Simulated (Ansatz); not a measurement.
## All-electron card of I

```
I
1.0
     0.00000    2.60059    2.60059
     2.60059    0.00000    2.60059
     2.60059    2.60059    0.00000
I
1
Direct
  0.00000 0.00000 0.00000
```

The cell was built from the fcc type and relaxed in the same program, and has space group Fm-3m; it needn't be a known or the stable phase.

Spin–orbit coupling is left out, though it moves levels of the heavy atoms by tenths of an eV or more.

Level of theory: Ansatz 0.2.0, DFT, PBE, all-electron LAPW, scalar-relativistic.

Numerical set-up: a Γ-centred 14×14×14 k mesh, Fermi–Dirac smearing of 0.08 eV, basis error target 1 meV/atom, no spin polarisation.

```json
{
 "Pressure at this cell": "0.03 GPa",
 "Volume per atom": "35.18 Å³"
}
```

(1) Predict this quantity. Band gap.

(2) Density of states at the Fermi level (0.2 eV bin): what does the calculation give?

## Answers

(1) none: with an odd electron count and no spin polarisation the bands can't all be full, a metal in this set-up (spin order or a larger cell could open a gap).

(2) 1.66 states/eV per cell.
